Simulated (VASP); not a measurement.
These are LDA (Ceperley-Alder, Perdew-Zunger), VASP's LDA PAW potentials (set 64) (plane waves; VASP 6.6.1) values and carry that method's errors.

A VASP calculation is set up with these files.

**POSCAR**
```
InN
1
    1.7549991902    -3.0397478335     0.0000000000
    1.7549991902     3.0397478335     0.0000000000
    0.0000000000     0.0000000000     5.6622192588
In N
2 2
Direct
  0.6666670000   0.3333330000   0.4999186881
  0.3333330000   0.6666670000   0.9999186881
  0.6666670000   0.3333330000   0.8790813119
  0.3333330000   0.6666670000   0.3790813119
```

### INCAR
```
ALGO = Normal
EDIFF = 1E-7
ENCUT = 520
ISIF = 2
ISMEAR = -5
LASPH = .True.
LCHARG = .True.
LMAXMIX = 4
LORBIT = 11
LREAL = .False.
LWAVE = .False.
NEDOS = 601
NELM = 100
PREC = Accurate
SYSTEM = InN
```

### KPOINTS
```
K-points
0
G
  11 11 6
```

POTCAR, in this order: In_d N (LDA.64 set). Program: vasp_std.

The run wrote:

**OSZICAR**
```
       N       E                     dE             d eps       ncg     rms          rms(c)
DAV:   1     0.345528895990E+03    0.34553E+03   -0.18377E+04  2824   0.231E+03
DAV:   2     0.169700462961E+02   -0.32856E+03   -0.32032E+03  2936   0.483E+02
DAV:   3    -0.278466057897E+02   -0.44817E+02   -0.44186E+02  3814   0.187E+02
DAV:   4    -0.292444663239E+02   -0.13979E+01   -0.13926E+01  3422   0.347E+01
DAV:   5    -0.292880929722E+02   -0.43627E-01   -0.43608E-01  3770   0.567E+00    0.149E+01
DAV:   6    -0.247535661132E+02    0.45345E+01   -0.20346E+01  4954   0.622E+01    0.118E+01
DAV:   7    -0.248150365138E+02   -0.61470E-01   -0.21754E+00  3022   0.120E+01    0.335E+00
DAV:   8    -0.247607623279E+02    0.54274E-01   -0.25251E-01  4504   0.530E+00    0.169E+00
DAV:   9    -0.247403677840E+02    0.20395E-01   -0.58109E-02  4578   0.360E+00    0.495E-01
DAV:  10    -0.247373077438E+02    0.30600E-02   -0.11522E-02  4658   0.144E+00    0.171E-01
DAV:  11    -0.247375469127E+02   -0.23917E-03   -0.37427E-03  4410   0.479E-01    0.144E-01
DAV:  12    -0.247374047423E+02    0.14217E-03   -0.49724E-04  4598   0.266E-01    0.390E-02
DAV:  13    -0.247374073156E+02   -0.25732E-05   -0.44143E-05  3346   0.441E-02    0.190E-02
DAV:  14    -0.247374059593E+02    0.13563E-05   -0.33062E-06  4694   0.161E-02    0.749E-03
DAV:  15    -0.247374055835E+02    0.37574E-06   -0.16286E-06  3828   0.116E-02    0.279E-03
DAV:  16    -0.247374055987E+02   -0.15196E-07   -0.23836E-07  2062   0.361E-03
   1 F= -.24737406E+02 E0= -.24737406E+02  d E =0.000000E+00
```

OUTCAR:
```
------------------------ aborting loop because EDIFF is reached ----------------------------------------
  FORCE on cell =-STRESS in cart. coord.  units (eV):
  Direction    XX          YY          ZZ          XY          YZ          ZX
  --------------------------------------------------------------------------------------
  Total       -0.0817617     -0.0817617      0.0182933      0.0000000      0.0000000      0.0000000
  in kB       -2.1683498     -2.1683499      0.4851447      0.0000000      0.0000000      0.0000000
  external PRESSURE =      -1.2838516 kB  Pullay stress =       0.0000000 kB
  volume of cell :       60.41
      direct lattice vectors                 reciprocal lattice vectors
     1.754999190 -3.039747833  0.000000000     0.284900416 -0.164487328  0.000000000
     1.754999190  3.039747833  0.000000000     0.284900416  0.164487328  0.000000000
     0.000000000  0.000000000  5.662219259     0.000000000  0.000000000  0.176609198
 POSITION                                       TOTAL-FORCE (eV/Angst)
 -----------------------------------------------------------------------------------
      1.75500     -1.01325      2.83065         0.000000      0.000000      0.002112
      1.75500      1.01325      5.66176        -0.000000     -0.000000      0.002112
      1.75500     -1.01325      4.97755         0.000000     -0.000000     -0.002112
      1.75500      1.01325      2.14644         0.000000      0.000000     -0.002112
 -----------------------------------------------------------------------------------
    total drift:                                0.000000      0.001502      0.000265
  FREE ENERGIE OF THE ION-ELECTRON SYSTEM (eV)
  ---------------------------------------------------
  free  energy   TOTEN  =       -24.7374055987 eV

  energy  without entropy=      -24.7374055987  energy(sigma->0) =      -24.73740560

 total charge

# of ion       s       p       d       tot
------------------------------------------
    1        0.775   0.819  10.006  11.600
    2        0.775   0.819  10.006  11.600
    3        1.229   2.391   0.000   3.621
    4        1.229   2.391   0.000   3.621
--------------------------------------------------
tot          4.008   6.421  20.013  30.441
```
(Selected blocks of OUTCAR.)

### OUTCAR
```
 val. band max:        6.5507417117   @ k =   0.0000   0.0000   0.0000

 cond. band min:       6.5507566720   @ k =   0.0000   0.0000   0.0000


 Fermi energy:         6.5526941780

 k-point     1 :       0.0000    0.0000    0.0000
  band No.  band energies     occupation
      1      -8.2799      2.00000
      2      -8.1006      2.00000
      3      -6.8112      2.00000
      4      -6.7952      2.00000
      5      -6.7952      2.00000
      6      -6.7163      2.00000
      7      -6.7163      2.00000
      8      -6.4794      2.00000
      9      -6.4794      2.00000
     10      -6.3170      2.00000
     11      -6.3170      2.00000
     12      -4.5257      2.00000
     13       0.5462      2.00000
     14       5.6241      2.00000
     15       5.6242      2.00000
     16       6.3724      2.00000
     17       6.5324      2.00000
     18       6.5507      2.00000
     19       6.5508      0.00001
     20       9.3365      0.00000
     21      13.4095      0.00000
     22      15.6020      0.00000

 k-point     2 :       0.0909    0.0000    0.0000
  band No.  band energies     occupation
      1      -8.2768      2.00000
      2      -8.0990      2.00000
      3      -6.7999      2.00000
      4      -6.7783      2.00000
      5      -6.7157      2.00000
      6      -6.6969      2.00000
      7      -6.6932      2.00000
      8      -6.4887      2.00000
      9      -6.4806      2.00000
     10      -6.3355      2.00000
     11      -6.3142      2.00000
     12      -4.4665      2.00000
     13       0.6431      2.00000
     14       5.0969      2.00000
     15       5.4812      2.00000
     16       5.5171      2.00000
     17       6.4411      2.00000
     18       6.4812      2.00000
     19       7.4136     -0.00000
     20       9.7872      0.00000
     21      13.3610      0.00000
     22      14.8845      0.00000

 k-point     3 :       0.1818    0.0000    0.0000
  band No.  band energies     occupation
      1      -8.2735      2.00000
...
```

For a metal the tetrahedron method with Blöchl corrections gives inexact stress and forces. Unless said otherwise, spin-orbit coupling is left out, though it shifts the bands of the heavy elements here.

The compound is InN in the wurtzite structure. It was relaxed first.
